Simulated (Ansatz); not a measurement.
Base system: ZnTe in the zinc blende structure (space group F-43m, No. 216; a = 6.0657 Å).

The values are results of PBEsol/PAW in Ansatz (a program for electronic structure), no spin-orbit coupling, not measurements.

Base values:

| Quantity | Result |
|---|---|
| Electron mass | 0.083 mₑ (at Γ) |
| Valley order | Γ 1.24 eV; L along ⟨111⟩ 1.73 eV; a point along ⟨100⟩, about 0.9 Å⁻¹ from Γ 2.12 eV |

Modification: a negative pressure, −2 GPa.

How does this affect the electron mass and valley order?

The electron mass goes from 0.083 mₑ (at Γ) to 0.073 mₑ (at Γ); the valley order (the lowest conduction-band minima on the path, energy above the VBM, named in the base's zone) changes from Γ 1.24 eV; L along ⟨111⟩ 1.73 eV; a point along ⟨100⟩, about 0.9 Å⁻¹ from Γ 2.12 eV to Γ 1.03 eV; L along ⟨111⟩ 1.68 eV; a point along ⟨100⟩, about 0.9 Å⁻¹ from Γ 2.19 eV.

Spin-orbit coupling, missing from the scalar runs, can matter with Te. The levels and masses belong to the bands next to the band gap. Load acts through the strain it causes; cell and atoms are relaxed under it. Masses are band curvatures over ±0.01 Å⁻¹ around the edge. Whether these cells are dynamically stable was not tested.
